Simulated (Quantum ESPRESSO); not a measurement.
# MgO (Pm) in Quantum ESPRESSO: convergence with wavefunction cutoff

Aim: find how far wavefunction cutoff must go before the results for MgO settle, at LDA. This setting moves, with any that are tied to it; all else stays.

Program: Quantum ESPRESSO 7.5. These are calculated values, not measurements. Logs are shortened: lines on timing, memory, paths and dates and some standing lists are left out, and cuts for length are marked.

## 1. The cell of the first run

The typed cell holds 2 atoms: a = 2.938 Å, b = 2.938 Å, c = 2.680 Å, α = 90.00°, β = 90.00°, γ = 120.00°.

The cell comes from a database or a generator and needn't be the stable form of this composition.

The cell isn't the ideal one: atoms moved at random, drawn with an rms of 0.05 Å.

## 2. With wavefunction cutoff 37 Ry

pw.in reads:

```
&CONTROL
  calculation = 'scf'
  prefix = 'pwscf'
  outdir = './tmp'
  pseudo_dir = './pseudo'
  tprnfor = .true.
  tstress = .true.
  disk_io = 'nowf'
/
&SYSTEM
  ibrav = 0
  nat = 2
  ntyp = 2
  ecutwfc = 37
  nbnd = 14
  occupations = 'smearing'
  smearing = 'mv'
  degauss = 0.00734986
/
&ELECTRONS
  conv_thr = 4d-10
  electron_maxstep = 120
  mixing_beta = 0.5
/
ATOMIC_SPECIES
Mg    24.3050 Mg.upf
O     15.9990 O.upf
CELL_PARAMETERS angstrom
   2.9380209034    0.0000000000    0.0000000000
  -1.4690104517    2.5444007392    0.0000000000
   0.0000000000    0.0000000000    2.6796800000
ATOMIC_POSITIONS crystal
Mg     0.0089360000    0.0030280000    0.0028050000
O      0.3401990000    0.6577370000    0.5028030000
K_POINTS automatic
8 8 8 0 0 0
```

Potentials or basis: PseudoDojo 0.4.1 SR LDA stringent.

Launch:

```
OMP_NUM_THREADS=1 pw.x -in pw.in > pw.out
```

pw.out:

```text
This program is part of the open-source Quantum ESPRESSO suite
     for quantum simulation of materials; please cite
         "P. Giannozzi et al., J. Phys.:Condens. Matter 21 395502 (2009);
         "P. Giannozzi et al., J. Phys.:Condens. Matter 29 465901 (2017);
         "P. Giannozzi et al., J. Chem. Phys. 152 154105 (2020);
     in publications or presentations arising from this work. More details at

     G-vector sticks info
     --------------------
     sticks:   dense  smooth     PW     G-vecs:    dense   smooth      PW
     Sum         313     313    109                 4123     4123     803

     Using Slab Decomposition

     bravais-lattice index     =            0
     lattice parameter (alat)  =       5.5521  a.u.
     unit-cell volume          =     135.1823 (a.u.)^3
     number of atoms/cell      =            2
     number of atomic types    =            2
     number of electrons       =        16.00
     number of Kohn-Sham states=           14
     kinetic-energy cutoff     =      37.0000  Ry
     charge density cutoff     =     148.0000  Ry
     scf convergence threshold =      4.0E-10
     mixing beta               =       0.5000
     number of iterations used =            8  plain     mixing
     Exchange-correlation= SLA  PW   NOGX NOGC
                           (   1   4   0   0   0   0   0)

     celldm(1)=   5.552055  celldm(2)=   0.000000  celldm(3)=   0.000000
     celldm(4)=   0.000000  celldm(5)=   0.000000  celldm(6)=   0.000000

     crystal axes: (cart. coord. in units of alat)
               a(1) = (   1.000000   0.000000   0.000000 )
               a(2) = (  -0.500000   0.866025   0.000000 )
               a(3) = (   0.000000   0.000000   0.912070 )

     reciprocal axes: (cart. coord. in units 2 pi/alat)
               b(1) = (  1.000000  0.577350 -0.000000 )
               b(2) = (  0.000000  1.154701  0.000000 )
               b(3) = (  0.000000 -0.000000  1.096407 )

     PseudoPot. # 1 for Mg read from file:
     Mg.upf
     Pseudo is Norm-conserving, Zval = 10.0
     Generated using ONCVPSP code by D. R. Hamann
     Using radial grid of 1510 points,  4 beta functions with:
                l(1) =   0
                l(2) =   0
                l(3) =   1
                l(4) =   1

     PseudoPot. # 2 for O  read from file:
     O.upf
     Pseudo is Norm-conserving + core correction, Zval =  6.0
     Generated using ONCVPSP code by D. R. Hamann
     Using radial grid of  926 points,  5 beta functions with:
                l(1) =   0
                l(2) =   0
                l(3) =   1
                l(4) =   1
                l(5) =   2

     atomic species   valence    mass     pseudopotential
     Mg               10.00    24.30500     Mg( 1.00)
     O                 6.00    15.99900     O ( 1.00)

     No symmetry found

   Cartesian axes

     site n.     atom                  positions (alat units)
         1        Mg     tau(   1) = (   0.0074220   0.0026223   0.0025584  )
         2        O      tau(   2) = (   0.0113305   0.5696170   0.4585914  )

     number of k points=   260  Marzari-Vanderbilt smearing, width (Ry)=  0.0073

     Number of k-points >= 100: set verbosity='high' to print them.

     Dense  grid:     4123 G-vectors     FFT dimensions: (  24,  24,  20)

     Check: negative core charge=   -0.000711

     Initial potential from superposition of free atoms

     starting charge      15.9993, renormalised to      16.0000
     Starting wfcs are    9 randomized atomic wfcs +    5 random wfcs

     Self-consistent Calculation

     iteration #  1     ecut=    37.00 Ry     beta= 0.50
     Davidson diagonalization with overlap
     ethr =  1.00E-02,  avg # of iterations =  5.4

     total energy              =    -149.65044924 Ry
     estimated scf accuracy    <       0.50237357 Ry

     iteration #  2     ecut=    37.00 Ry     beta= 0.50
     Davidson diagonalization with overlap
     ethr =  3.14E-03,  avg # of iterations =  1.2

     total energy              =    -149.70754439 Ry
     estimated scf accuracy    <       0.06624909 Ry

     iteration #  3     ecut=    37.00 Ry     beta= 0.50
     Davidson diagonalization with overlap
     ethr =  4.14E-04,  avg # of iterations =  1.9
[... 22 lines left out ...]
     total energy              =    -149.71580964 Ry
     estimated scf accuracy    <       0.00000011 Ry

     iteration #  7     ecut=    37.00 Ry     beta= 0.50
     Davidson diagonalization with overlap
     ethr =  6.97E-10,  avg # of iterations =  1.1

     total energy              =    -149.71580964 Ry
     estimated scf accuracy    <          1.7E-09 Ry

     iteration #  8     ecut=    37.00 Ry     beta= 0.50
     Davidson diagonalization with overlap
     ethr =  1.05E-11,  avg # of iterations =  2.0

     End of self-consistent calculation

     Number of k-points >= 100: set verbosity='high' to print the bands.

     the Fermi energy is     9.5222 ev

!    total energy              =    -149.71580964 Ry
     estimated scf accuracy    <          1.1E-10 Ry
     smearing contrib. (-TS)   =      -0.00000000 Ry
     internal energy E=F+TS    =    -149.71580964 Ry

     The total energy is F=E-TS. E is the sum of the following terms:
     one-electron contribution =     -74.23068280 Ry
     hartree contribution      =      39.83878005 Ry
     xc contribution           =     -23.25262624 Ry
     ewald contribution        =     -92.07128066 Ry

     convergence has been achieved in   8 iterations

     Forces acting on atoms (cartesian axes, Ry/au):

     atom    1 type  1   force =    -0.00068357    0.00174607    0.00003146
     atom    2 type  2   force =     0.00068357   -0.00174607   -0.00003146

     Total force =     0.002652     Total SCF correction =     0.000003

     Computing stress (Cartesian axis) and pressure

          total   stress  (Ry/bohr**3)                   (kbar)     P=    -6941.30
  -0.04717031  -0.00000750  -0.00000001        -6938.99       -1.10       -0.00
  -0.00000750  -0.04719706   0.00000001           -1.10    -6942.93        0.00
  -0.00000001   0.00000001  -0.04719068           -0.00        0.00    -6941.99

=------------------------------------------------------------------------------=
   JOB DONE.
=------------------------------------------------------------------------------=
```

Run time: 20 s. Hardware: 1 thread of Arm Neoverse V1, shared host; peak memory 0.05 GiB.

Results:

```
Free energy            : -2036.9874 eV
Pressure               : -694.1 GPa
Largest force          : 0.048 eV/Å
Band gap on the k mesh : 2.20 eV, indirect (least direct gap 2.64 eV)
```

## 3. With wavefunction cutoff 46 Ry

pw.in: that of step 2 with these lines changed.

```diff
@@ -13,3 +13,3 @@
   ntyp = 2
-  ecutwfc = 37
+  ecutwfc = 46
   nbnd = 14
```

Potentials or basis: PseudoDojo 0.4.1 SR LDA stringent.

Launch:

```
OMP_NUM_THREADS=1 pw.x -in pw.in > pw.out
```

It took 26 s on 1 thread of Arm Neoverse V1, shared host; peak memory 0.06 GiB.

What came out:

- Free energy: -2057.0676 eV
- Pressure: -313.3 GPa
- Largest force: 0.191 eV/Å
- Band gap on the k mesh: 2.71 eV, indirect (least direct gap 3.11 eV)

## 4. With wavefunction cutoff 55 Ry

pw.in: that of step 3 with these lines changed.

```diff
@@ -13,3 +13,3 @@
   ntyp = 2
-  ecutwfc = 46
+  ecutwfc = 55
   nbnd = 14
```

Launch:

```
OMP_NUM_THREADS=1 pw.x -in pw.in > pw.out
```

It took 37 s on 1 thread of Arm Neoverse V1, shared host; peak memory 0.08 GiB.

What came out:

- Free energy: -2063.5500 eV
- Pressure: -112.4 GPa
- Largest force: 0.097 eV/Å
- Band gap on the k mesh: 2.88 eV, indirect (least direct gap 3.28 eV)

## 5. With wavefunction cutoff 64 Ry

pw.in: that of step 4 with these lines changed.

```diff
@@ -13,3 +13,3 @@
   ntyp = 2
-  ecutwfc = 55
+  ecutwfc = 64
   nbnd = 14
```

Launch:

```
OMP_NUM_THREADS=1 pw.x -in pw.in > pw.out
```

Wall time 42 s (1 thread of Arm Neoverse V1, shared host); peak memory 0.09 GiB.

What came out:

- Free energy: -2065.2002 eV
- Pressure: -34.7 GPa
- Largest force: 0.091 eV/Å
- Band gap on the k mesh: 2.95 eV, indirect (least direct gap 3.36 eV)

## 6. With wavefunction cutoff 74 Ry

pw.in: that of step 5 with these lines changed.

```diff
@@ -13,3 +13,3 @@
   ntyp = 2
-  ecutwfc = 64
+  ecutwfc = 74
   nbnd = 14
```

Potentials or basis: PseudoDojo 0.4.1 SR LDA stringent.

Launch:

```
OMP_NUM_THREADS=1 pw.x -in pw.in > pw.out
```

It took 47 s on 1 thread of Arm Neoverse V1, shared host; peak memory 0.11 GiB.

The run converged. Its results:

```yaml
Free_energy: -2065.5240 eV
Pressure: -12.4 GPa
Largest_force: 0.104 eV/Å
Band_gap_on_the_k_mesh: 2.97 eV, indirect (least direct gap 3.37 eV)
```

## 7. With wavefunction cutoff 83 Ry

pw.in: that of step 6 with these lines changed.

```diff
@@ -13,3 +13,3 @@
   ntyp = 2
-  ecutwfc = 74
+  ecutwfc = 83
   nbnd = 14
```

Launch:

```
OMP_NUM_THREADS=1 pw.x -in pw.in > pw.out
```

It took 78 s on 1 thread of Arm Neoverse V1, shared host; peak memory 0.13 GiB.

Results (log left out):

```yaml
Free_energy: -2065.5522 eV
Pressure: -9.4 GPa
Largest_force: 0.102 eV/Å
Band_gap_on_the_k_mesh: 2.97 eV, indirect (least direct gap 3.37 eV)
```

## 8. With wavefunction cutoff 92 Ry

pw.in: that of step 7 with these lines changed.

```diff
@@ -13,3 +13,3 @@
   ntyp = 2
-  ecutwfc = 83
+  ecutwfc = 92
   nbnd = 14
```

Launch:

```
OMP_NUM_THREADS=1 pw.x -in pw.in > pw.out
```

Run time: 81 s. Hardware: 1 thread of Arm Neoverse V1, shared host; peak memory 0.15 GiB.

Results (log left out):

```yaml
Free_energy: -2065.5542 eV
Pressure: -9.1 GPa
Largest_force: 0.102 eV/Å
Band_gap_on_the_k_mesh: 2.97 eV, indirect (least direct gap 3.37 eV)
```

## 9. With wavefunction cutoff 110 Ry

pw.in: that of step 8 with these lines changed.

```diff
@@ -13,3 +13,3 @@
   ntyp = 2
-  ecutwfc = 92
+  ecutwfc = 110
   nbnd = 14
```

Potentials or basis: PseudoDojo 0.4.1 SR LDA stringent.

Launch:

```
OMP_NUM_THREADS=1 pw.x -in pw.in > pw.out
```

Run time: 1.8 min. Hardware: 1 thread of Arm Neoverse V1, shared host; peak memory 0.19 GiB.

It converged, with:

| Item | Value |
| --- | --- |
| Free energy | -2065.5546 eV |
| Pressure | -9.1 GPa |
| Largest force | 0.102 eV/Å |
| Band gap on the k mesh | 2.97 eV, indirect (least direct gap 3.37 eV) |

## 10. With wavefunction cutoff 138 Ry

pw.in: that of step 9 with these lines changed.

```diff
@@ -13,3 +13,3 @@
   ntyp = 2
-  ecutwfc = 110
+  ecutwfc = 138
   nbnd = 14
```

Launch:

```
OMP_NUM_THREADS=1 pw.x -in pw.in > pw.out
```

Wall time 2.8 min (1 thread of Arm Neoverse V1, shared host); peak memory 0.25 GiB.

Results (log left out):

```yaml
Free_energy: -2065.5551 eV
Pressure: -9.1 GPa
Largest_force: 0.102 eV/Å
Band_gap_on_the_k_mesh: 2.97 eV, indirect (least direct gap 3.37 eV)
```

## 11. The series at a glance

| wavefunction cutoff | energy less the tightest run, at zero smearing (meV/atom) | pressure (GPa) | largest force (eV/Å) | gap on the mesh (eV) | SCF cycles | CPU time (s) | peak memory (GiB) |
| --- | --- | --- | --- | --- | --- | --- | --- |
| 37 Ry | 14283.88 | -694.13 | 0.048 | 2.204 | 8 | 20 | 0.05 |
| 46 Ry | 4243.77 | -313.26 | 0.191 | 2.708 | 8 | 26 | 0.06 |
| 55 Ry | 1002.58 | -112.42 | 0.097 | 2.875 | 8 | 37 | 0.08 |
| 64 Ry | 177.46 | -34.66 | 0.091 | 2.949 | 9 | 42 | 0.09 |
| 74 Ry | 15.57 | -12.38 | 0.104 | 2.966 | 9 | 47 | 0.11 |
| 83 Ry | 1.45 | -9.40 | 0.102 | 2.968 | 9 | 78 | 0.13 |
| 92 Ry | 0.48 | -9.13 | 0.102 | 2.968 | 9 | 81 | 0.15 |
| 110 Ry | 0.24 | -9.11 | 0.102 | 2.968 | 9 | 110 | 0.19 |
| 138 Ry | 0.00 | -9.11 | 0.102 | 2.968 | 9 | 170 | 0.25 |

Against the tightest run, the energy stays within 1 meV/atom from 92 Ry on; the pressure stays within 0.1 GPa from 92 Ry on; the largest force stays within 0.005 eV/Å from 74 Ry on; the gap on the mesh stays within 0.01 eV from 74 Ry on. The tightest run that finished is the yardstick and may itself not be fully converged.

Caveats: this smearing can shift energies of a crystal with a gap.
